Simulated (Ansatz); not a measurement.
## SnSe: computed properties

Theory: DFT PBE+D3(BJ), scalar-relativistic, plane waves, PAW in Ansatz.

Plane waves to 420 eV, a k mesh through Γ of 4×8×8 on the computed 8-atom cell and Gaussian smearing (0.02 eV); no spin polarisation.

The structure is relaxed at this level of theory with its symmetry kept.

Space group Pnma (No. 62). a = 11.482 Å, b = 4.168 Å, c = 4.386 Å, α = 90.00°, β = 90.00°, γ = 90.00°
| atom | site | symmetry | x | y | z |
| --- | --- | --- | --- | --- | --- |
| Sn | 4c | .m. | 0.1176 | 0.2500 | 0.0953 |
| Se | 4c | .m. | 0.3570 | 0.2500 | 0.0230 |

| Quantity | Value |
| --- | --- |
| Space group | Pnma (No. 62) |
| Volume per atom | 26.24 Å³ |
| Kohn–Sham band gap | 0.43 eV |
| Löwdin character of the top 1 eV of the valence band | Se 4p 60 %, Sn 5s 20 %, Sn 5p 17 % |
| Löwdin character of the lowest 1 eV of the conduction band | Sn 5p 65 %, Se 4p 16 %, Sn 5s 8 %, Se 4s 8 % |
| Bader charges (e) | Sn (4 in the cell) 0.83, Se (4 in the cell) -0.83 |

Cost: 1 run of about 5.7 core-minutes, on Intel Xeon Platinum 8175M (Skylake/Cascade Lake) (shared hosts).